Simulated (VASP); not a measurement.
A run of VASP 6.6.1 is set up as follows.

The input INCAR:

```
PREC = Accurate
ENCUT = 520
EDIFF = 1E-6
ISMEAR = -1
SIGMA = 0.1
LREAL = F
LASPH = T
NELM = 100
ALGO = Normal
ISIF = 2
LWAVE = F
LCHARG = T
GGA = PS
LELF = T
LVHAR = T
NBANDS = 12
```

Contents of KPOINTS:

```
regular mesh
0
Gamma
  15 15 15
```

Contents of POSCAR:

```
Nb
1.0
    0.0000000000      2.0583630936      2.0583630936
    2.0583630936      0.0000000000      2.0583630936
    2.0583630936      2.0583630936      0.0000000000
Nb
1
Direct
    0.0000000000      0.0000000000      0.0000000000
```

Potentials or basis: VASP PAW PBE potentials, release 64 (Nb_sv).

Run with:

```console
$ cat potpaw_PBE.64/Nb_sv/POTCAR > POTCAR
$ mpirun -np 1 vasp_std > vasp.out
```

(1) What does it give for the band gap on the k mesh?

(2) Predict the pressure.

## Answers

(1) none (metal or under the smearing width).

(2) 6.9 GPa.

Caveat: the PAW data sets were made with another functional, which shifts forces and pressure a little.
